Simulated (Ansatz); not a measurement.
# InSe: two-dimensional strain map

All numbers below come from DFT PBEsol+D3(BJ), scalar-relativistic, plane waves, PAW in Ansatz. Settings: plane waves to 420 eV, k-mesh 12×12×12 (Γ-centred), Gaussian smearing 0.03 eV. No spin polarisation. Energies are free energies at this smearing, counted from the undisturbed cell; pressure is positive in compression.

The undisturbed cell (as given, not relaxed at this level; it stands at -1.4 GPa):

```xyz
4
Lattice="2.0000 1.1547 8.3167 -2.0000 1.1547 8.3167 0.0000 -2.3094 8.3167" Properties=species:S:1:pos:R:3 pbc="T T T"
In    0.0000    0.0000    0.0000
In    0.0000    0.0000    2.7994
Se    0.0000    0.0000   15.3567
Se    0.0000    0.0000   20.7085
```

The cell is strained by p along both x and y and by q along z, fractional coordinates fixed. Points are written (p, q).

Energy above the undisturbed cell in meV/atom (a dash: not computed):

| p \ q | -0.030 | 0.000 | 0.030 |
| --- | --- | --- | --- |
| -0.030 | 18.0 | ? | 15.9 |
| 0.000 | -2.1 | 0.0 | ? |
| 0.030 | 21.2 | 31.7 | 55.4 |

**Question.** Fill in the withheld energies.

**Answer.** (-0.030, 0.000): 9.2; (0.000, 0.030): 16.4.

Cost: 9 runs of about 13 core-minutes in all, on Arm Neoverse V1 (shared hosts).